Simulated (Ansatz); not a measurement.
SrTiO$_{3}$: all-electron results

```
CELL_PARAMETERS angstrom
3.90500 0.00000 0.00000
0.00000 3.90500 0.00000
0.00000 0.00000 3.90500
ATOMIC_POSITIONS crystal
Sr 0.00000 0.00000 0.00000
Ti 0.50000 0.50000 0.50000
O 0.00000 0.50000 0.50000
O 0.50000 0.00000 0.50000
O 0.50000 0.50000 0.00000
```

Atom numbers follow the list: Sr1, Ti2, O3, O4, O5.

The cell is COD entry 7212245, as deposited and not checked against the literature; nothing was relaxed.

Methods: DFT, PBE, all-electron LAPW, scalar-relativistic (Ansatz 0.2.0); DFT, PBE, PAW with Ansatz's default frozen-core files, scalar-relativistic (Ansatz 0.2.0); DFT, PBE, all-electron PAW with datasets made for the crystal, scalar-relativistic (Ansatz 0.2.0).

For LAPW: a Γ-centred 7×7×7 k mesh, Fermi–Dirac smearing of 0.05 eV, basis error target 1 meV/atom, no spin polarisation. PAW takes a cutoff of 420 eV at this cell. The crystal-made all-electron datasets (AE datasets) take a cutoff of 540 eV at this cell. The Ansatz runs share mesh, smearing and spin set-up. Values come from LAPW unless marked.

No spin–orbit coupling: at heavy atoms the gradients can be off by tens of per cent for that reason.

```
Bader charges (from the PAW run) : Sr1 +1.59, Ti2 +2.24, O3 -1.28 e
Volume per atom                  : 80.4 bohr³
```

Problem. Predict this quantity. Smallest direct gap on the path.

Solution. 2.23 eV.

Problem. Predict this quantity. Löwdin charges (with 0.31 e of the cell spilling out of the atomic basis, so their sizes and signs hang on that basis).

Solution. Sr1 1.75, Ti2 1.21, O3 -0.88 e.

Problem. Predict this quantity. Band gap.

Solution. 1.88 eV, indirect from R (0.5, 0.5, 0.5) to Γ.

Problem. Give the computed value. Field gradients Vzz (crystal-made datasets).

Solution. Sr1 0 (under 0.004), Ti2 0 (under 0.004), O3 1.22 (η = 0.00) in 10²¹ V/m².

Problem. Pressure at this cell: what does the calculation give?

Solution. 43.1 kbar.
